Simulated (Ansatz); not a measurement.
**27Al NMR of the central transition in Al2O3**

Cell: a measured structure from the Crystallography Open Database (COD), ions relaxed with PBE at fixed cell.

Space group R-3c:H (No. 167); a = 4.7605, c = 12.9956 Å, γ = 120.00°.

```
site  Wyckoff  site symmetry       x       y       z
  Al      12c             3.  0.0000  0.0000  0.8521
   O      18e             .2  0.9731  0.3333  0.0833
```

One atom of each set is listed; the run and its k-mesh use a cell of 10 atoms with edges of 5.13, 5.13, 5.13 Å.

Level of theory: DFT, PBE, plane waves and PAW, scalar-relativistic, 420 eV cutoff, Γ-centred 8×8×8 k-points, Fermi–Dirac smearing 0.02 eV (Ansatz 0.2.0).

27Al has I = 5/2 and Q = 146.6 mb (Pyykkö 2018); at 9.4 T its Larmor frequency is ν₀ = 104.4 MHz. Only the quadrupole interaction is simulated: positions count from each site's isotropic chemical shift, and J coupling is left out, as are shift anisotropy and dipolar coupling, which fast spinning averages.

Simulated pattern of one Al site (fast magic-angle spinning, Gaussian broadening 0.01 kHz):

(offset (kHz), height): (-0.5861, 0), (-0.5723, 0), (-0.5585, 3), (-0.5448, 4), (-0.5310, 4), (-0.5172, 4), (-0.5035, 4), (-0.4897, 5), (-0.4759, 5), (-0.4622, 5), (-0.4484, 5), (-0.4346, 5), (-0.4209, 5), (-0.4071, 5), (-0.3933, 5), (-0.3796, 6), (-0.3658, 7), (-0.3520, 70), (-0.3383, 67), (-0.3245, 46), (-0.3107, 40), (-0.2970, 35), (-0.2832, 34), (-0.2694, 32), (-0.2557, 32), (-0.2419, 31), (-0.2281, 31), (-0.2144, 31), (-0.2006, 32), (-0.1868, 33), (-0.1731, 34), (-0.1593, 35), (-0.1456, 38), (-0.1318, 42), (-0.1180, 48), (-0.1043, 60), (-0.0905, 100), (-0.0767, 66), (-0.0630, 0), (-0.0492, 0)

Task: Which |C_Q| and η does the pattern imply?

Result: The pattern spans 0.482 kHz before broadening and its centre of gravity is at -0.225 kHz, which fixes P_Q; the places of the horns and steps fix η. That gives P_Q = 1.98 MHz, |C_Q| = 1.98 MHz and η = 0.00. The sign of C_Q can't be read from the pattern.

An axis of threefold or higher order runs through Al, so V_zz lies along it and η is zero.

At this cell the PBE pressure is 7 GPa, so with PBE the cell would grow if it were relaxed.
